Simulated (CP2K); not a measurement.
Crystal: TiO2.

```
CELL_PARAMETERS angstrom
2.96826 0.00000 0.00000
0.00021 4.70761 0.00000
1.48357 0.24235 7.08346
ATOMIC_POSITIONS crystal
Ti 0.00337 0.00039 0.00070
Ti 0.34464 0.48026 0.31696
Ti 0.66171 0.52047 0.68450
O 0.44004 0.18544 0.12854
O 0.77793 0.29773 0.45188
O 0.10124 0.30895 0.80624
O 0.90650 0.69184 0.19517
O 0.22941 0.70301 0.54951
O 0.56803 0.81530 0.87283
```

The cell comes from a database or a generator and needn't be the stable form of this composition.

Base run:

| Item | Value |
| --- | --- |
| Program | CP2K 2026.2 |
| Functional | PBE |
| Potentials or basis | GTH_POTENTIALS Ti GTH-PBE-q12, O GTH-PBE-q6; DZVP-MOLOPT-SR-GTH basis |
| Density cutoff | 8163 eV |
| k mesh | 7 × 5 × 3 |
| Occupations | fermi-dirac, width 0.05 eV |
| Spin | no spin polarisation |
| Hubbard terms | Ti d U = 6.0 eV |

Its results: band gap on the k mesh 2.47 eV, indirect (least direct gap 2.48 eV).

Q: The run is repeated on the same cell with these changes: hubbard terms from Ti d U = 6.0 eV to Ti d U = 4.0 eV. What comes out?

A: Band gap on the k mesh 2.57 eV, indirect (least direct gap 2.58 eV).

Caveats: this program's U acts on Mulliken populations of all basis functions of the shell, so it isn't the U of plane-wave codes; energies scatter by some meV and the pressure isn't listed; an odd mesh through Γ misses points on the zone boundary, where band edges often lie; the basis of atomic orbitals isn't converged, which shifts pressures, moduli and gaps.
